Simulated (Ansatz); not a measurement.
# Zn (P6_3/mmc) in Ansatz: a series of runs

One crystal, Zn, is run at these levels: PBE; tasks: band structure.

All numbers are computed with Ansatz 0.2.0; they aren't measurements. Logs are shortened: lines on timing, memory, paths and dates and some standing lists are left out, and cuts for length are marked.

### Step 1. The crystal as given

Symmetry: P6_3/mmc, No. 194, hexagonal system. The conventional cell has a = 2.670 Å, b = 2.670 Å, c = 4.966 Å, α = 90.00°, β = 90.00°, γ = 120.00°. Zn (site symmetry -6m2) has 12 Zn at 2.67 to 2.92 Å as nearest neighbours.

### Step 2. Band structure, PBE

File input.yaml:

```yaml
crystal:
  lattice:
    - [2.67, 0.0, 0.0]
    - [-1.335, 2.3122878281, 0.0]
    - [0.0, 0.0, 4.966]
  atoms:
    - { symbol: Zn, position: [0.6666666667, 0.3333333333, 0.75] }
    - { symbol: Zn, position: [0.3333333333, 0.6666666667, 0.25] }
hamiltonian:
  xc: pbe
  pseudopotentials: { kind: paw, source: ansatz }
kpoints:
  mp_grid: { grid: [11, 11, 6] }
  band_path:
    path:
      - [[0.0, 0.0, 0.0], [0.5, 0.0, 0.0], [0.3333333333, 0.3333333333, 0.0], [0.0, 0.0, 0.0], [0.0, 0.0, 0.5], [0.5, 0.0, 0.5], [0.3333333333, 0.3333333333, 0.5], [0.0, 0.0, 0.5]]
      - [[0.5, 0.0, 0.5], [0.5, 0.0, 0.0]]
      - [[0.3333333333, 0.3333333333, 0.0], [0.3333333333, 0.3333333333, 0.5]]
    npoints: 14
scf:
  occupations: { method: fermi_dirac, width: 0.05 }
  n_extra_bands: 6
output:
  forces: true
  stress: true
  eigenvalues: true
  fatbands: false
```

Potentials or basis: Ansatz PAW earlier set.

On the command line:

```bash
> ansatz run input.yaml --threads 2 --pin off --max-ram 5632MiB --backend cpu --events-out ev --progress --plain --runs-dir out
```

What it wrote:

```text
Warning: RAYON_NUM_THREADS=2 ignored (pool sized by the plan → 2); use --threads N
scf.n_extra_bands = 6 over 20 filled bands (N_el = 40.0): the run solves 26 bands
Engine: ansatz 0.2.0, x86_64-unknown-linux-gnu
Pseudopotentials: kind: paw
Pseudopotential: Zn, paw, valence charge 20, recommended cutoff 660 eV (normal), Zn.paw.azcp
Functional definition: PBE
  parameter kappa = 0.804
  parameter beta = 0.06672455060314922
  exchange = pbe_x(kappa = kappa, mu = beta*pi^2/3)
  correlation = pbe_c(beta = beta)
Crystal: 2 atoms, lattice volume = 30.659 Å³
Basis set: ecut = 660 eV, 1185 PW (Γ), exchange–correlation on 48×48×90 points (8 copies of the dense FFT grid, shifted against one another)
Bands: 26, of which v1, the nominal top of the filled ones, is band 20 counted from 1 (19 counted from 0)
Symmetry: 24 space group operations
Space group: P63/mmc (ITA 194), of the structure as read, at distance tolerance 3.1e-5 Å
k-points: 64 of 726
Non-local potential: Zn, projectors of the file, l = 0: 3, l = 1: 3, l = 2: 3, l = 3: 1
PAW form: soft (Blöchl's): semilocal exchange-correlation on the pseudo side does not see the compensation charge
PAW one-centre angular grid: Zn, 590 points (default); XC on 64 Gauss nodes
Initial density: superposition of atomic densities (chi_scale 0.1, normalization cell)
Initial wavefunctions: pseudopotential atomic-orbital guess
Functional: x = pbe(κ = 0.804, μ = 0.2195149727645171), c = pbe(β = 0.06672455060314922)
SCF iter   1: F=—  HF=-14966.470082 eV  |F-HF|=—  |Δ(HF+E_count)|=         —  Δρ=5.72e-2  dr2=8.26e-1  ethr=3.10e-3  ⟨swp⟩=5.6  Hψ=6504  notcnv=0  defer=8
preconditioner: auto → Kerker (q_TF=auto, 2.852 Å⁻¹)  [metal: Δε(μ)=0.072 eV  Ē_g=14.257 eV  σ=0.050 eV  W_gap=0.33  n_scr=10 (ndim 8)  ℏωp=32.9 eV  f_vac=0.000  D(μ)=0.58/eV (n_scr^D=2)]
SCF iter   2: F=—  HF=-14966.297454 eV  |F-HF|=—  |Δ(HF+E_count)|=   1.73e-1  Δρ=2.73e-2  dr2=1.00e-1  ethr=2.07e-3  ⟨swp⟩=2.1  Hψ=3213  notcnv=0  defer=87
SCF iter   3: F=—  HF=-14966.267092 eV  |F-HF|=—  |Δ(HF+E_count)|=   3.04e-2  Δρ=1.52e-2  dr2=7.20e-2  ethr=2.50e-4  ⟨swp⟩=2.2  Hψ=3208  notcnv=0  defer=87
SCF iter   4: F=—  HF=-14966.252304 eV  |F-HF|=—  |Δ(HF+E_count)|=   1.48e-2  Δρ=3.91e-3  dr2=1.89e-3  ethr=1.80e-4  ⟨swp⟩=2.0  Hψ=2596  notcnv=0  defer=87
SCF iter   5: F=—  HF=-14966.253485 eV  |F-HF|=—  |Δ(HF+E_count)|=   1.18e-3  Δρ=6.44e-4  dr2=6.47e-5  ethr=4.72e-6  ⟨swp⟩=2.2  Hψ=3403  notcnv=0  defer=87
SCF iter   6: F=—  HF=-14966.253502 eV  |F-HF|=—  |Δ(HF+E_count)|=   1.69e-5  Δρ=1.65e-4  dr2=5.39e-6  ethr=1.62e-7  ⟨swp⟩=2.0  Hψ=2440  notcnv=0  defer=87
SCF iter   7: F=—  HF=-14966.253504 eV  |F-HF|=—  |Δ(HF+E_count)|=   1.89e-6  Δρ=3.47e-5  dr2=2.92e-7  ethr=1.35e-8  ⟨swp⟩=2.3  Hψ=2305  notcnv=0  defer=87
SCF iter   8: F=-14966.253504 eV  HF=-14966.253504 eV  |F-HF|=2.22e-10  |Δ(HF+E_count)|=   1.22e-7  Δρ=5.67e-6  dr2=8.44e-9  ethr=2.50e-10  ⟨swp⟩=7.9  Hψ=5771  notcnv=0
SCF 1 converged in 8 iterations: F = -14966.253504 eV  dr2 = 8.44e-9
NSCF: frozen V_eff on 129 k-points
SCF converged after 8 iterations
Free energy (F): -14966.253504 eV
Harris-Foulkes:  -14966.253504 eV  (|F-HF|=2.22e-10)
Internal energy: -14966.248799 eV  (E = F + TS)
E sigma→0 (E₀):  -14966.251151 eV
Entropy (-TS):   -0.004705 eV (-2.353 meV/atom)
Fermi energy:    13.605514 eV
--- Per-component energies (eV) ---
  E_band       = -1091.971036
  E_kinetic    = 1087.636256
  E_local      = -12278.939472  (includes V_loc(G=0)·N_el)
  E_nonlocal   = 1869.299366
  E_hartree    = 4715.557458
  E_xc         = -290.085788
  E_vxc        = -376.421796  (∫ρ·V_xc dr)
  E_paw        = -3391.112346  (= ΣΔE_a)
  E_vpaw       = -824.660455  (= ΣTr[D̂ρ^β])
  E_aug_tail   = 0.000232  (compensation charges beyond the density's cutoff)
  E_ewald      = -6678.604505
  E_smearing   = -0.004705  (= −TS)
  E_closure    = -0.000000  (closes the sum)
  Σ components = -14966.253504   (vs F -14966.253504, Δ=0.00e0)
--- Forces (eV/Å), atoms counted from 1 ---
  atom   1  Zn    -0.00000000    -0.00000000    -0.00000000
  atom   2  Zn    -0.00000000     0.00000000     0.00000000
  max |Σ_I F_I| component: 3.70e-17 eV/Å
--- Stress (GPa, compression-positive) ---
       -0.372457      -0.000000       0.000000
        0.000000      -0.372457       0.000000
        0.000000       0.000000      -1.242130
  P = ⅓ Tr σ = -0.6623 GPa (-6.623 kbar)
--- Band table (eV; the first three rows and the last of 64) ---
  k-point 0: bands = ["-112.8029", "-112.8021", "-66.9683", "-66.9567", "-66.9385", "-66.9385", "-66.9372", "-66.9372", "3.3915", "5.1847", "5.8764", "6.1103", "6.1103", "6.1592", "6.1592", "6.4821", "6.4821", "6.6860", "6.6860", "10.1270", "10.6751", "27.1426", "30.6981", "31.0247", "31.0247", "32.6335"]
  k-point 1: bands = ["-112.8028", "-112.8021", "-66.9675", "-66.9575", "-66.9384", "-66.9384", "-66.9373", "-66.9373", "3.5573", "5.1658", "5.8809", "6.1084", "6.1084", "6.1520", "6.1520", "6.5010", "6.5010", "6.6764", "6.6764", "8.4544", "12.7133", "24.7704", "31.1896", "31.1896", "32.4669", "32.6870"]
  k-point 2: bands = ["-112.8027", "-112.8023", "-66.9654", "-66.9596", "-66.9381", "-66.9381", "-66.9375", "-66.9375", "4.0274", "5.0541", "5.9243", "6.1082", "6.1082", "6.1347", "6.1347", "6.5475", "6.5475", "6.6475", "6.6475", "6.9847", "15.3280", "21.4337", "31.6579", "31.6579", "32.7042", "32.7042"]
  k-point 63: bands = ["-112.7996", "-112.7996", "-66.9619", "-66.9619", "-66.9578", "-66.9578", "-66.9539", "-66.9539", "5.8044", "5.8044", "5.9407", "5.9407", "6.1491", "6.1491", "6.3686", "6.3686", "6.6821", "6.6821", "14.0320", "14.0320", "15.0342", "15.0342", "17.2284", "17.2284", "25.3138", "25.3138"]
```

Wall time 3.1 s (2 threads of Intel Xeon Platinum 8375C at 2.90GHz (Ice Lake), shared host); peak memory 0.41 GiB.

Results:

```
Free energy            : -14966.2535 eV
Pressure               : -0.7 GPa
Band gap on the k mesh : none (metal or under the smearing width)
```

Levels at the corners of the path, in eV from the Fermi level:
| point | band 18 | band 19 | band 20 | band 21 | band 22 | band 23 |
| --- | --- | --- | --- | --- | --- | --- |
| Γ | -6.92 | -6.92 | -3.48 | -2.93 | 13.54 | 17.09 |
| M | -6.72 | -2.68 | -2.02 | 2.71 | 3.65 | 4.15 |
| K | -7.02 | 0.14 | 0.14 | 0.29 | 5.06 | 6.14 |
| Γ | -6.92 | -6.92 | -3.48 | -2.93 | 13.54 | 17.09 |
| A | -7.00 | -7.00 | -7.00 | 4.64 | 4.64 | 18.69 |
| L | -6.73 | -1.71 | -1.71 | 0.24 | 0.24 | 10.14 |
| H | -6.93 | 1.08 | 1.08 | 1.94 | 1.94 | 2.24 |
| A | -7.00 | -7.00 | -7.00 | 4.64 | 4.64 | 18.69 |
| L | -6.73 | -1.71 | -1.71 | 0.24 | 0.24 | 10.14 |
| M | -6.72 | -2.68 | -2.02 | 2.71 | 3.65 | 4.15 |
| K | -7.02 | 0.14 | 0.14 | 0.29 | 5.06 | 6.14 |
| H | -6.93 | 1.08 | 1.08 | 1.94 | 1.94 | 2.24 |

### Step 3. Band structure, PBE

Changes to input.yaml since step 2:

```diff
@@ -10,3 +10,3 @@
   xc: pbe
-  pseudopotentials: { kind: paw, source: ansatz }
+  pseudopotentials: { kind: nc }
 kpoints:
@@ -27 +27,5 @@
   fatbands: false
+  write_density: true
+  write_potential: true
+  elf: true
+  volumetric_format: npy
```

Potentials or basis: Ansatz NC.

On the command line:

```bash
> ansatz run input.yaml --threads 2 --pin off --max-ram 5632MiB --backend cpu --events-out ev --progress --plain --runs-dir out
```

What it wrote:

```text
Warning: RAYON_NUM_THREADS=2 ignored (pool sized by the plan → 2); use --threads N
scf.n_extra_bands = 6 over 20 filled bands (N_el = 40.0): the run solves 26 bands
[... 1 set-up line as earlier in the session ...]
Pseudopotentials: kind: nc
Pseudopotential: Zn, nc, valence charge 20, recommended cutoff 1142.878222 eV (normal), Zn.nc.azcp
[... 5 set-up lines as earlier in the session ...]
Crystal: 2 atoms, lattice volume = 30.659 Å³
Basis set: ecut = 1142.878222 eV, 2697 PW (Γ), exchange–correlation on 60×60×120 points (8 copies of the dense FFT grid, shifted against one another)
Bands: 26, of which v1, the nominal top of the filled ones, is band 20 counted from 1 (19 counted from 0)
[... 2 set-up lines as earlier in the session ...]
k-points: 64 of 726
Non-local potential: Zn, projectors of the file, l = 0: 2, l = 1: 2, l = 2: 2, l = 3: 1
[... 3 set-up lines as earlier in the session ...]
SCF iter   1: F=—  HF=-11375.250142 eV  |F-HF|=—  |Δ(HF+E_count)|=         —  Δρ=4.84e-2  dr2=6.75e-1  ethr=3.10e-3  ⟨swp⟩=5.0  Hψ=6550  notcnv=0  defer=6
preconditioner: auto → Kerker (q_TF=auto, 2.852 Å⁻¹)  [metal: Δε(μ)=0.073 eV  Ē_g=14.296 eV  σ=0.050 eV  W_gap=0.34  n_scr=10 (ndim 8)  ℏωp=32.9 eV  f_vac=0.000  D(μ)=0.58/eV (n_scr^D=2)]
SCF iter   2: F=—  HF=-11375.073757 eV  |F-HF|=—  |Δ(HF+E_count)|=   1.76e-1  Δρ=2.31e-2  dr2=1.36e-1  ethr=1.69e-3  ⟨swp⟩=2.0  Hψ=2473  notcnv=0  defer=87
SCF iter   3: F=—  HF=-11375.048296 eV  |F-HF|=—  |Δ(HF+E_count)|=   2.55e-2  Δρ=9.39e-3  dr2=1.57e-2  ethr=3.40e-4  ⟨swp⟩=2.3  Hψ=2524  notcnv=0  defer=87
SCF iter   4: F=—  HF=-11375.048324 eV  |F-HF|=—  |Δ(HF+E_count)|=   2.83e-5  Δρ=1.62e-3  dr2=2.33e-4  ethr=3.93e-5  ⟨swp⟩=1.8  Hψ=2313  notcnv=0  defer=87
SCF iter   5: F=—  HF=-11375.048435 eV  |F-HF|=—  |Δ(HF+E_count)|=   1.10e-4  Δρ=5.27e-4  dr2=3.33e-5  ethr=5.82e-7  ⟨swp⟩=2.0  Hψ=2583  notcnv=0  defer=87
SCF iter   6: F=—  HF=-11375.048406 eV  |F-HF|=—  |Δ(HF+E_count)|=   2.83e-5  Δρ=8.90e-5  dr2=1.21e-6  ethr=8.32e-8  ⟨swp⟩=2.5  Hψ=2803  notcnv=0  defer=87
SCF iter   7: F=-11375.048407 eV  HF=-11375.048407 eV  |F-HF|=1.48e-9  |Δ(HF+E_count)|=   3.31e-7  Δρ=1.59e-5  dr2=5.50e-8  ethr=2.50e-10  ⟨swp⟩=11.8  Hψ=10691  notcnv=0
SCF 1 converged in 7 iterations: F = -11375.048407 eV  dr2 = 5.50e-8
NSCF: frozen V_eff on 129 k-points
SCF converged after 7 iterations
Free energy (F): -11375.048407 eV
Harris-Foulkes:  -11375.048407 eV  (|F-HF|=1.48e-9)
Internal energy: -11375.043727 eV  (E = F + TS)
E sigma→0 (E₀):  -11375.046067 eV
Entropy (-TS):   -0.004679 eV (-2.340 meV/atom)
Fermi energy:    14.688269 eV
--- Per-component energies (eV) ---
  E_band       = -1047.923502
  E_kinetic    = 5018.699702
  E_local      = -9682.874845  (includes V_loc(G=0)·N_el)
  E_nonlocal   = -2614.062137
  E_hartree    = 3803.707294
  E_xc         = -1221.909237
  E_vxc        = -1377.109880  (∫ρ·V_xc dr)
  E_ewald      = -6678.604505
  E_smearing   = -0.004679  (= −TS)
  E_closure    = 0.000000  (closes the sum)
  Σ components = -11375.048407   (vs F -11375.048407, Δ=0.00e0)
--- Forces (eV/Å), atoms counted from 1 ---
  atom   1  Zn     0.00000000    -0.00000000    -0.00000000
  atom   2  Zn     0.00000000     0.00000000     0.00000000
  max |Σ_I F_I| component: 9.25e-18 eV/Å
--- Stress (GPa, compression-positive) ---
       -0.427656      -0.000000       0.000000
       -0.000000      -0.427656       0.000000
        0.000000       0.000000      -1.305745
  P = ⅓ Tr σ = -0.7204 GPa (-7.204 kbar)
--- Band table (eV; the first three rows and the last of 64) ---
  k-point 0: bands = ["-111.7145", "-111.7136", "-65.8627", "-65.8511", "-65.8470", "-65.8470", "-65.8457", "-65.8457", "4.4701", "6.2914", "6.9931", "7.2141", "7.2141", "7.2631", "7.2631", "7.5983", "7.5983", "7.8028", "7.8028", "11.2092", "11.7635", "28.2212", "31.7849", "32.1033", "32.1033", "33.7145"]
  k-point 1: bands = ["-111.7144", "-111.7137", "-65.8620", "-65.8519", "-65.8469", "-65.8469", "-65.8457", "-65.8457", "4.6360", "6.2711", "6.9974", "7.2123", "7.2123", "7.2560", "7.2560", "7.6171", "7.6171", "7.7930", "7.7930", "9.5421", "13.7977", "25.8515", "32.2683", "32.2683", "33.5488", "33.7676"]
  k-point 2: bands = ["-111.7142", "-111.7138", "-65.8598", "-65.8540", "-65.8466", "-65.8466", "-65.8460", "-65.8460", "5.1071", "6.1528", "7.0396", "7.2124", "7.2124", "7.2388", "7.2388", "7.6635", "7.6635", "7.7639", "7.7639", "8.0801", "16.4114", "22.5157", "32.7364", "32.7364", "33.7834", "33.7834"]
  k-point 63: bands = ["-111.7112", "-111.7112", "-65.8686", "-65.8686", "-65.8633", "-65.8633", "-65.8531", "-65.8531", "6.9163", "6.9163", "7.0477", "7.0477", "7.2575", "7.2575", "7.4753", "7.4753", "7.8006", "7.8006", "15.1141", "15.1141", "16.1160", "16.1160", "18.3094", "18.3094", "26.3931", "26.3931"]
```

bands.tsv:

```text
# k_distance	band_0	band_1	band_2	band_3	band_4	band_5	band_6	band_7	band_8	band_9	band_10	band_11	band_12	band_13	band_14	band_15	band_16	band_17	band_18	band_19	band_20	band_21	band_22	band_23	band_24	band_25
[... 148 lines left out ...]
9.276482	-126.399448	-126.399448	-80.554717	-80.554717	-80.554244	-80.553964	-80.541319	-80.541319	-7.724719	-7.724719	-7.634161	-7.602086	-7.446713	-7.446713	-7.277426	-7.255476	-6.893938	-6.893938	1.053669	1.053669	1.724580	2.165630	2.281931	2.281931	11.923854	11.923854
9.321669	-126.399448	-126.399448	-80.554725	-80.554725	-80.554104	-80.554104	-80.541312	-80.541312	-7.725638	-7.725638	-7.617071	-7.617071	-7.446470	-7.446470	-7.267804	-7.267804	-6.892858	-6.892858	1.082992	1.082992	1.939137	1.939137	2.236652	2.236652	12.014585	12.014585
```

Run time: 6.5 s. Hardware: 2 threads of Intel Xeon Platinum 8375C at 2.90GHz (Ice Lake), shared host; peak memory 0.55 GiB.

What came out:

```yaml
Free_energy: -11375.0484 eV
Pressure: -0.7 GPa
Band_gap_on_the_k_mesh: none (metal or under the smearing width)
```

Levels at the corners of the path, in eV from the Fermi level:
```tsv
point	band 18	band 19	band 20	band 21	band 22	band 23
Γ	-6.89	-6.89	-3.48	-2.92	13.53	17.10
M	-6.70	-2.68	-2.02	2.70	3.65	4.14
K	-6.98	0.14	0.14	0.29	5.06	6.13
Γ	-6.89	-6.89	-3.48	-2.92	13.53	17.10
A	-6.97	-6.97	-6.97	4.64	4.64	18.69
L	-6.70	-1.72	-1.72	0.24	0.24	10.13
H	-6.89	1.08	1.08	1.94	1.94	2.24
A	-6.97	-6.97	-6.97	4.64	4.64	18.69
L	-6.70	-1.72	-1.72	0.24	0.24	10.13
M	-6.70	-2.68	-2.02	2.70	3.65	4.14
K	-6.98	0.14	0.14	0.29	5.06	6.13
H	-6.89	1.08	1.08	1.94	1.94	2.24
```
